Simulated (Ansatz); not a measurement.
# Mn3Si (Fm-3m) in Ansatz: notebook

One crystal, Mn3Si, is run at these levels: PBEsol; tasks: relaxation of cell and atoms.

Everything below comes from runs of Ansatz 0.2.0. Logs are shortened: lines on timing, memory, paths and dates and some standing lists are left out, and cuts for length are marked.

## 1. The structure

Symmetry: Fm-3m, No. 225, cubic system. The conventional cell has a = 5.722 Å, b = 5.722 Å, c = 5.722 Å, α = 90.00°, β = 90.00°, γ = 90.00°. Mn (site symmetry -43m) has 4 Mn at 2.48 Å and 4 Si at 2.48 Å as nearest neighbours. Around Mn (site symmetry m-3m) lie 8 Mn at 2.48 Å. Si (site symmetry m-3m) has 8 Mn at 2.48 Å as nearest neighbours.

## 2. Relaxation of cell and atoms, PBEsol, collinear spin, ferromagnetic start, target pressure 10 GPa, at which the enthalpy is minimised

Contents of input.yaml:

```yaml
crystal:
  lattice:
    - [0.0, 2.861, 2.861]
    - [2.861, 0.0, 2.861]
    - [2.861, 2.861, 0.0]
  atoms:
    - { symbol: Mn, position: [0.75, 0.75, 0.75], spin: 4.0 }
    - { symbol: Mn, position: [0.25, 0.25, 0.25], spin: 4.0 }
    - { symbol: Mn, position: [0.5, 0.5, 0.5], spin: 4.0 }
    - { symbol: Si, position: [0.0, 0.0, 0.0] }
kpoints:
  mp_grid: { grid: [8, 8, 8] }
scf:
  occupations: { method: fermi_dirac, width: 0.05 }
hamiltonian:
  xc: pbesol
  pseudopotentials: { kind: all_electron, lapw: { basis_error: 0.002 } }
magnetization:
  spin_polarized: true
output:
  forces: true
  stress: true
relax:
  f_tol: 0.02
  max_steps: 60
  cell: { p_target: 10 }
```

Potentials or basis: all-electron LAPW, scalar-relativistic.

Run with:

```bash
$ ansatz run input.yaml --threads 4 --pin off --max-ram 12288MiB --backend cpu --events-out ev --progress --plain --runs-dir out
```

The log of the run:

```text
Warning: RAYON_NUM_THREADS=4 ignored (pool sized by the plan → 4); use --threads N
The last accepted step is kept in <dir> (removed where the run ends without a failure and the disk answers)
LAPW: plane waves up to 8.914 Å⁻¹, error target 2.0e-3 eV per atom; small_component_spin mean_spin; Si in spheres of 1.202 Å, 12 of its electrons in bands, Dirac shells []; Mn in spheres of 1.202 Å, 15 of its electrons in bands, Dirac shells [] (how accurate: hamiltonian.pseudopotentials.lapw.basis_error, Limitations)
Engine: ansatz 0.2.0, aarch64-unknown-linux-gnu
Pseudopotentials: kind: all_electron
Pseudopotential: Mn, LAPW, valence charge 15, lapw/all_electron/scalar/gaussian/Mn, Koelling and Harmon's equation, gaussian nucleus
Pseudopotential: Si, LAPW, valence charge 12, lapw/all_electron/scalar/gaussian/Si, Koelling and Harmon's equation, gaussian nucleus
Functional definition: PBEsol
  exchange = pbesol_x
  correlation = pbesol_c
Crystal: 4 atoms, lattice volume = 46.836 Å³
Basis set: ecut = 302.7289731181091 eV, 537 PW (Γ), exchange–correlation at level 2
Bands: 42, of which v1, the nominal top of the filled ones, is band 29 counted from 1 (28 counted from 0)
Symmetry: 48 space group operations
Space group: Fm-3m (ITA 225), of the structure as read, at distance tolerance 3.6e-5 Å
Magnetic group: BNS 225.116 (UNI 1618), of the structure as read, at distance tolerance 3.6e-5 Å
k-points: 29 of 512
Non-local potential: Mn, projectors of the file, none
Non-local potential: Si, projectors of the file, none
Initial density: superposition of atomic densities (chi_scale 0.1, normalization cell)
Starting moments: Σ|m| = 12 μB on 3 of 4 sites
Initial wavefunctions: plane waves of lowest kinetic energy (no species holds an atomic orbital)
Functional: x = pbesol(κ = 0.804, μ = 0.12345679012345678), c = pbesol(β = 0.046)
iter 1 solved again at ethr=5.56e-4 eV; its pass at ethr=1.00e-1 eV (dr2=3.17e-1 eV) is discarded
SCF iter   1: F=—  HF=-102370.555457 eV  |F-HF|=—  |Δ(HF+E_count)|=         —  Δρ=3.70e-2 (↑3.45e-2 ↓3.70e-2)  dr2=3.17e-1  dr2_m=5.09e-1  M=9.121 μB ∫|m|=9.477 μB  β_m=0.30  ethr=5.56e-4  ⟨swp⟩=2.6  Hψ=15704  notcnv=0
Mixer restart at iter 1: flushing history
preconditioner: auto → Kerker (q_TF=auto, 2.819 Å⁻¹)  [metal: Δε(μ)=0.024 eV  Ē_g=9.006 eV  σ=0.050 eV  W_gap=0.12  n_scr=14 (ndim 8)  ℏωp=27.1 eV  f_vac=0.000  D(μ)=4.50/eV (n_scr^D=58)]
spin=Collinear: Kerker preconditioning applied to the charge; magnetization (m = ρ↑ − ρ↓) channel mixes plain (no charge-response kernel on spin).
SCF iter   2: F=—  HF=-102370.952974 eV  |F-HF|=—  |Δ(HF+E_count)|=   3.98e-1  Δρ=3.15e-2 (↑3.04e-2 ↓3.15e-2)  dr2=1.43e-1  dr2_m=3.91e-1  M=8.672 μB ∫|m|=9.063 μB  β_m=0.37  ethr=5.56e-4  ⟨swp⟩=2.0  Hψ=7245  notcnv=0
SCF iter   3: F=—  HF=-102377.333897 eV  |F-HF|=—  |Δ(HF+E_count)|=         —  Δρ=1.10e-1 (↑1.10e-1 ↓1.08e-1)  dr2=7.02e-2  dr2_m=5.11e0  M=2.089 μB ∫|m|=2.600 μB  β_m=1.00  ethr=2.51e-4  ⟨swp⟩=3.0  Hψ=7645  notcnv=0
Mixer restart at iter 3: flushing history
SCF iter   4: F=—  HF=-102373.632555 eV  |F-HF|=—  |Δ(HF+E_count)|=    3.70e0  Δρ=2.60e-2 (↑1.89e-2 ↓2.60e-2)  dr2=7.89e-1  dr2_m=1.10e-1  M=1.189 μB ∫|m|=2.988 μB  β_m=0.65  ethr=8.77e-5  ⟨swp⟩=3.0  Hψ=8321  notcnv=0
SCF iter   5: F=—  HF=-102374.005575 eV  |F-HF|=—  |Δ(HF+E_count)|=   3.73e-1  Δρ=3.89e-2 (↑3.89e-2 ↓8.47e-3)  dr2=1.59e0  dr2_m=1.17e-1  M=1.219 μB ∫|m|=3.858 μB  β_m=0.46  ethr=8.77e-5  ⟨swp⟩=3.0  Hψ=8729  notcnv=0
iter 6 solved again at ethr=8.06e-6 eV; its pass at ethr=8.77e-5 eV (dr2=4.59e-3 eV) is discarded
SCF iter   6: F=—  HF=-102373.513546 eV  |F-HF|=—  |Δ(HF+E_count)|=   4.92e-1  Δρ=1.64e-2 (↑1.45e-2 ↓1.64e-2)  dr2=4.59e-3  dr2_m=1.02e-1  M=1.070 μB ∫|m|=3.984 μB  β_m=0.75  ethr=8.06e-6  ⟨swp⟩=2.0  Hψ=12787  notcnv=0
SCF iter   7: F=—  HF=-102373.491638 eV  |F-HF|=—  |Δ(HF+E_count)|=   2.19e-2  Δρ=8.78e-3 (↑8.78e-3 ↓7.71e-3)  dr2=1.24e-3  dr2_m=2.91e-2  M=1.028 μB ∫|m|=4.265 μB  β_m=0.87  ethr=8.06e-6  ⟨swp⟩=2.5  Hψ=6744  notcnv=0
SCF iter   8: F=—  HF=-102373.487890 eV  |F-HF|=—  |Δ(HF+E_count)|=         —  Δρ=1.90e-3 (↑1.58e-3 ↓1.90e-3)  dr2=1.93e-4  dr2_m=1.28e-3  M=1.013 μB ∫|m|=4.443 μB  β_m=0.94  ethr=2.17e-6  ⟨swp⟩=3.0  Hψ=7078  notcnv=0
the basis was enlarged: its passes take 1.6 MiB over the memory plan, 4 of 4 planned eigensolver slots
SCF iter   9: F=—  HF=-102373.487906 eV  |F-HF|=—  |Δ(HF+E_count)|=   1.63e-5  Δρ=9.58e-4 (↑9.58e-4 ↓9.57e-4)  dr2=1.60e-5  dr2_m=3.87e-4  M=1.012 μB ∫|m|=4.471 μB  β_m=0.91  ethr=3.38e-7  ⟨swp⟩=2.2  Hψ=6502  notcnv=0
SCF iter  10: F=—  HF=-102373.487768 eV  |F-HF|=—  |Δ(HF+E_count)|=   1.39e-4  Δρ=4.22e-4 (↑4.22e-4 ↓3.71e-4)  dr2=1.46e-5  dr2_m=6.43e-5  M=1.012 μB ∫|m|=4.476 μB  β_m=0.71  ethr=2.80e-8  ⟨swp⟩=3.0  Hψ=7181  notcnv=0
SCF iter  11: F=—  HF=-102373.487714 eV  |F-HF|=—  |Δ(HF+E_count)|=   5.34e-5  Δρ=7.00e-5 (↑7.00e-5 ↓5.87e-5)  dr2=4.75e-7  dr2_m=1.60e-6  M=1.011 μB ∫|m|=4.486 μB  β_m=0.86  ethr=2.56e-8  ⟨swp⟩=2.8  Hψ=6735  notcnv=0
[... 67 lines left out ...]
SCF iter   1: F=—  HF=-102373.634056 eV  |F-HF|=—  |Δ(HF+E_count)|=         —  Δρ=9.26e-5 (↑9.26e-5 ↓9.15e-5)  dr2=7.21e-8  dr2_m=3.19e-6  M=1.269 μB ∫|m|=2.733 μB  β_m=0.65  ethr=2.70e-10  ⟨swp⟩=4.9  Hψ=14328  notcnv=0
preconditioner: auto → none  [metal: Δε(μ)=0.025 eV  Ē_g=9.184 eV  σ=0.050 eV  W_gap=0.12  n_scr=8 (ndim 8)  ℏωp=28.9 eV  f_vac=0.000  D(μ)=4.58/eV (n_scr^D=58)]
SCF iter   2: F=—  HF=-102373.634056 eV  |F-HF|=—  |Δ(HF+E_count)|=   6.49e-7  Δρ=5.81e-5 (↑5.58e-5 ↓5.81e-5)  dr2=2.07e-8  dr2_m=1.22e-6  M=1.269 μB ∫|m|=2.732 μB  β_m=0.65  ethr=1.26e-10  ⟨swp⟩=3.0  Hψ=7165  notcnv=0
SCF iter   3: F=—  HF=-102373.634056 eV  |F-HF|=—  |Δ(HF+E_count)|=   4.26e-8  Δρ=2.66e-5 (↑2.66e-5 ↓2.35e-5)  dr2=1.46e-7  dr2_m=2.19e-7  M=1.271 μB ∫|m|=2.729 μB  β_m=0.66  ethr=3.64e-11  ⟨swp⟩=3.0  Hψ=7352  notcnv=0
SCF iter   4: F=—  HF=-102373.634056 eV  |F-HF|=—  |Δ(HF+E_count)|=   2.24e-7  Δρ=1.14e-5 (↑1.14e-5 ↓6.75e-6)  dr2=2.50e-8  dr2_m=2.90e-8  M=1.271 μB ∫|m|=2.728 μB  β_m=0.82  ethr=3.64e-11  ⟨swp⟩=3.0  Hψ=7431  notcnv=0
SCF iter   5: F=—  HF=-102373.634056 eV  |F-HF|=—  |Δ(HF+E_count)|=   1.53e-9  Δρ=2.55e-6 (↑2.55e-6 ↓2.27e-6)  dr2=1.59e-8  dr2_m=9.98e-12  M=1.272 μB ∫|m|=2.727 μB  β_m=0.62  ethr=3.64e-11  ⟨swp⟩=3.0  Hψ=7032  notcnv=0
iter 6 solved again at ethr=1.00e-12 eV; its pass at ethr=2.80e-11 eV (dr2=4.67e-10 eV) is discarded
SCF iter   6: F=—  HF=-102373.634056 eV  |F-HF|=—  |Δ(HF+E_count)|=   9.50e-9  Δρ=1.15e-6 (↑1.15e-6 ↓3.69e-7)  dr2=4.68e-10  dr2_m=2.07e-10  M=1.272 μB ∫|m|=2.727 μB  β_m=0.54  ethr=2.08e-12 (applied; sched 1.00e-12)  ⟨swp⟩=2.0  Hψ=11287  notcnv=0
SCF iter   7: F=-102373.634056 eV  HF=-102373.634056 eV  |F-HF|=1.34e-8  |Δ(HF+E_count)|=   1.12e-9  Δρ=1.80e-6 (↑1.80e-6 ↓9.23e-7)  dr2=4.93e-9  dr2_m=9.99e-11  M=1.272 μB ∫|m|=2.727 μB  ethr=2.88e-12 (applied; sched 1.00e-12)  ⟨swp⟩=2.0  Hψ=6500  notcnv=0
the starting moments were not kept: 2 of 3 ended reversed and 1 kept their direction, counting a site from 0.1 μB. The largest reversed, site 1 (counted from 0, in the order of the report's site_moments_mub), started with +4.0 μB and closes at -3.5e-1 μB in its sphere.
SCF 5 converged in 7 iterations: F = -102373.634056 eV  dr2 = 4.93e-9
relax step   5: F+E_penalty+E_count = -102373.63405558 eV  Δ(F+E_penalty+E_count) = +1.562e-3 eV  max|allowed force component| = 3.238e-17 eV/Å  Δτ_max = 0.0000 Å  P = +9.997 GPa  Ω = 41.324 Å³  (7 SCF iters, accepted)
iter 1 solved again at ethr=1.00e-12 eV; its pass at ethr=1.00e-1 eV (dr2=3.55e-11 eV) is discarded
SCF iter   1: F=—  HF=-102373.634058 eV  |F-HF|=—  |Δ(HF+E_count)|=         —  Δρ=4.19e-7 (↑4.19e-7 ↓2.05e-7)  dr2=3.55e-11  dr2_m=3.35e-11  M=1.272 μB ∫|m|=2.727 μB  β_m=0.65  ethr=2.95e-12 (applied; sched 1.00e-12)  ⟨swp⟩=4.0  Hψ=11992  notcnv=0
preconditioner: auto → none  [metal: Δε(μ)=0.023 eV  Ē_g=9.184 eV  σ=0.050 eV  W_gap=0.11  n_scr=8 (ndim 8)  ℏωp=28.9 eV  f_vac=0.000  D(μ)=4.58/eV (n_scr^D=58)]
SCF iter   2: F=—  HF=-102373.634058 eV  |F-HF|=—  |Δ(HF+E_count)|=   8.03e-9  Δρ=2.57e-7 (↑1.67e-7 ↓2.57e-7)  dr2=6.89e-12  dr2_m=1.63e-11  M=1.272 μB ∫|m|=2.727 μB  β_m=0.64  ethr=2.88e-12 (applied; sched 1.00e-12)  ⟨swp⟩=2.0  Hψ=6499  notcnv=0
SCF iter   3: F=-102373.634058 eV  HF=-102373.634058 eV  |F-HF|=3.26e-9  |Δ(HF+E_count)|=  9.90e-10  Δρ=8.88e-7 (↑8.88e-7 ↓4.52e-7)  dr2=1.20e-9  dr2_m=2.36e-11  M=1.272 μB ∫|m|=2.727 μB  ethr=2.88e-12 (applied; sched 1.00e-12)  ⟨swp⟩=2.0  Hψ=6499  notcnv=0
the starting moments were not kept: 2 of 3 ended reversed and 1 kept their direction, counting a site from 0.1 μB. The largest reversed, site 1 (counted from 0, in the order of the report's site_moments_mub), started with +4.0 μB and closes at -3.5e-1 μB in its sphere.
SCF 6 converged in 3 iterations: F = -102373.634058 eV  dr2 = 1.20e-9
relax step   6: F+E_penalty+E_count = -102373.63405843 eV  Δ(F+E_penalty+E_count) = -2.847e-6 eV  max|allowed force component| = 2.544e-17 eV/Å  Δτ_max = 0.0000 Å  P = +9.997 GPa  Ω = 41.324 Å³  stress off target by 3.48e-3 GPa  SCF on the basis re-selected at this cell (its energy is not comparable with the rows above)  (3 SCF iters)
basis re-selected at this cell: Δ(F+E_penalty+E_count) = -2.847e-6 eV, ΔP = -0.000 GPa vs the last step (what re-selecting the basis moved, after the strain that the cell walked since its last selection, with what the two solves' SCF thresholds leave and, on support functions, any second-order correction that the steps lacked; it is no measure of the basis error at this ecutwfc). This SCF's stress stands 3.48e-3 GPa from its target on what of the cell is left free (relax.cell.stress_tol is 5.00e-2 GPa) and its largest allowed force component is 2.54e-17 eV/Å (relax.f_tol is 2.00e-2 eV/Å): within both
an SCF from ferrimagnetic starting moments (4.00, -4.00, 4.00, 0.00 Bohr magnetons, atom by atom) was not made, so that it is not known whether that order lies lower: the deck asks for what bars it, or types moments that do (magnetization.spin_polarized, in the input reference, names some of the keys), or the run goes by scf.lower_state_search: light, the default, which as a rule tries one only behind a close that has lost an order of both signs, or on which an open d or half-filled 4f shell of a PAW file has lost a moment that was set nearer to Hund's than to what is left; or, under a Hubbard U, one that names an f shell that the input leaves bare beside given moments, or a larger moment for a shell of low spin that is given one. standard, with a start from the atoms, tries one behind each close (in a relaxation, ahead of its steps or at their end). To set out from that order, type those moments (crystal.atoms[].spin; where shells were raised to Hund's moment, beside crystal.symmetry.detect: false) under scf.lower_state_search: light. The bands of the close that named these starting moments, or of the one ahead of a search that led to it (under cold or Methfessel-Paxton smearing those of the Gaussian ahead of it) read a cost of +41.85 meV for the turn to them, carried on from a small turn (+41.85 by the pairs of d shells alone)
SCF converged after 3 iterations
Magnetization: 1.2717 μB (29.1358 up, 27.8642 down)
Absolute magnetization: 2.7265 μB (∫|ρ↑−ρ↓|)
Spin contamination: 0.5697 ħ² per cell (⟨S²⟩ above its minimum at these occupations)
Per-site moments (μB) at R_I (Å): [(-0.3456329223903971, 1.1525621763577474), (-0.3456329223903971, 1.1525621763577474), (1.9082003732587403, 1.1525621763577474), (0.023127068952874197, 1.1525621763577474)]
Free energy (F): -102373.634058 eV
Harris-Foulkes:  -102373.634058 eV  (|F-HF|=3.26e-9)
Internal energy: -102373.596760 eV  (E = F + TS)
E sigma→0 (E₀):  -102373.615409 eV
Entropy (-TS):   -0.037298 eV (-9.325 meV/atom)
Fermi energy:    20.541310 eV
--- Per-component energies (eV) ---
  E_band       = -1041.666574
  E_kinetic    = 103588.996222
  E_xc         = -4738.498350
  E_electrostatic = -201224.094632  (all electrons and nuclei)
  E_smearing   = -0.037298  (= −TS)
  E_closure    = 0.000000  (closes the sum)
  E_atoms      = -102336.093900  (free atoms, spherical and without spin; not in F)
  Σ components = -102373.634058   (vs F -102373.634058, Δ=0.00e0)
  Basis errors (estimates in eV, not in F): energy 4.8e-4 per atom: plane waves 4.0e-4 (2.2e-4 summed), levels above the bands 9.9e-95, relativity 1.7e-8, radial functions 7.9e-5, core shells 1.8e-7; eigenvalues (radial functions only) 2.0e-6; not estimated: angular momenta, meshes, grids; target (lapw.basis_error) 2.0e-3; muffin-tin radii Si 1.153 Å, Mn 1.153 Å
--- Forces (eV/Å), atoms counted from 1 ---
  atom   1  Mn     0.00000000     0.00000000    -0.00000000
  atom   2  Mn     0.00000000    -0.00000000     0.00000000
  atom   3  Mn     0.00000000     0.00000000    -0.00000000
  atom   4  Si    -0.00000000     0.00000000     0.00000000
  max |Σ_I F_I| component: 4.63e-17 eV/Å
--- Stress (GPa, compression-positive) ---
        9.996521       0.000000      -0.000000
        0.000000       9.996521       0.000000
       -0.000000       0.000000       9.996521
  P = ⅓ Tr σ = 9.9965 GPa (99.965 kbar)
--- Relaxed structure (5 steps of the walk, 5 accepted, 1 SCFs on fresh bases) ---
  F+E_penalty+E_count = -102373.63405843 eV   max|allowed force component| = 2.544e-17 eV/Å   (the final SCF, on the basis selected at the relaxed cell)
  cell:  # Å, volume = 41.3243 Å³
    - [-2.3486481903928235e-34, 2.744049866777889, 2.744049866777889]
    - [2.744049866777889, 1.4529771956533842e-33, 2.744049866777889]
    - [2.744049866777889, 2.744049866777889, -5.8119087250215315e-34]
  atoms:
    - { symbol: Mn, position: [0.7499999999999999, 0.7499999999999999, 0.7499999999999999] }
    - { symbol: Mn, position: [0.25, 0.25, 0.25] }
    - { symbol: Mn, position: [0.5, 0.5, 0.5] }
    - { symbol: Si, position: [2.0875495022227883e-33, -1.7273877844063584e-33, -1.5192391389133222e-33] }
```

Wall time 74 s (4 threads of Arm Neoverse V1, shared host); peak memory 0.69 GiB.

What came out:

```
Free energy                                            : -102373.6341 eV
Relaxed volume                                         : 10.33 Å³/atom
Relaxed cell                                           : a = 3.881 Å, b = 3.881 Å, c = 3.881 Å, α = 60.00°, β = 60.00°, γ = 60.00°
Space group after relaxing (to 0.05 Å)                 : Fm-3m (No. 225)
Energy change on relaxing (the enthalpy is what falls) : -36.6 meV/atom
Ionic steps                                            : 6
Pressure after relaxing                                : 10.0 GPa
Net moment                                             : 1.27 μB per cell
Absolute moment                                        : 2.73 μB per cell
Site moments                                           : Mn -0.35, +1.91; Si +0.02 μB
```

The path:
| step | energy change (eV) | largest force (eV/Å) | volume (Å³) |
| --- | --- | --- | --- |
| 1 | 0.0000 | 0.0000 | 46.84 |
| 2 | -0.1979 | 0.0000 | 42.80 |
| 3 | -0.1285 | 0.0000 | 41.06 |
| 4 | -0.1479 | 0.0000 | 41.35 |
| 5 | -0.1463 | 0.0000 | 41.32 |
| 6 | -0.1463 | 0.0000 | 41.32 |

Final structure:
```
Mn Si
1.0
     0.00000    2.74405    2.74405
     2.74405    0.00000    2.74405
     2.74405    2.74405    0.00000
Mn Si
3 1
Direct
  0.75000 0.75000 0.75000
  0.25000 0.25000 0.25000
  0.50000 0.50000 0.50000
  0.00000 0.00000 0.00000
```

Caveat: the starting moments weren't kept.

## 3. Relaxation of cell and atoms, PBEsol, collinear spin, ferromagnetic start, target pressure 20 GPa, at which the enthalpy is minimised

input.yaml, as its differences from that of step 2:

```diff
@@ -25,2 +25,2 @@
   max_steps: 60
-  cell: { p_target: 10 }
+  cell: { p_target: 20 }
```

Potentials or basis: all-electron LAPW, scalar-relativistic.

Run with:

```bash
$ ansatz run input.yaml --threads 4 --pin off --max-ram 12288MiB --backend cpu --events-out ev --progress --plain --runs-dir out
```

It took 76 s on 4 threads of Arm Neoverse V1, shared host; peak memory 0.69 GiB.

Results (log left out):

```
Free energy                                            : -102373.5102 eV
Relaxed volume                                         : 10.00 Å³/atom
Relaxed cell                                           : a = 3.838 Å, b = 3.838 Å, c = 3.838 Å, α = 60.00°, β = 60.00°, γ = 60.00°
Space group after relaxing (to 0.05 Å)                 : Fm-3m (No. 225)
Energy change on relaxing (the enthalpy is what falls) : -5.6 meV/atom
Ionic steps                                            : 6
Pressure after relaxing                                : 20.0 GPa
Net moment                                             : 1.44 μB per cell
Absolute moment                                        : 2.17 μB per cell
Site moments                                           : Mn -0.17, +1.72; Si +0.02 μB
```

Step by step:
| step | energy change (eV) | largest force (eV/Å) | volume (Å³) |
| --- | --- | --- | --- |
| 1 | 0.0000 | 0.0000 | 46.84 |
| 2 | -0.1455 | 0.0000 | 41.31 |
| 3 | 0.0392 | 0.0000 | 39.53 |
| 4 | -0.0263 | 0.0000 | 40.01 |
| 5 | -0.0225 | 0.0000 | 39.98 |
| 6 | -0.0225 | 0.0000 | 39.98 |

Final structure:
```
Mn Si
1.0
     0.00000    2.71404    2.71404
     2.71404    0.00000    2.71404
     2.71404    2.71404    0.00000
Mn Si
3 1
Direct
  0.75000 0.75000 0.75000
  0.25000 0.25000 0.25000
  0.50000 0.50000 0.50000
  0.00000 0.00000 0.00000
```

Caveat: the starting moments weren't kept.
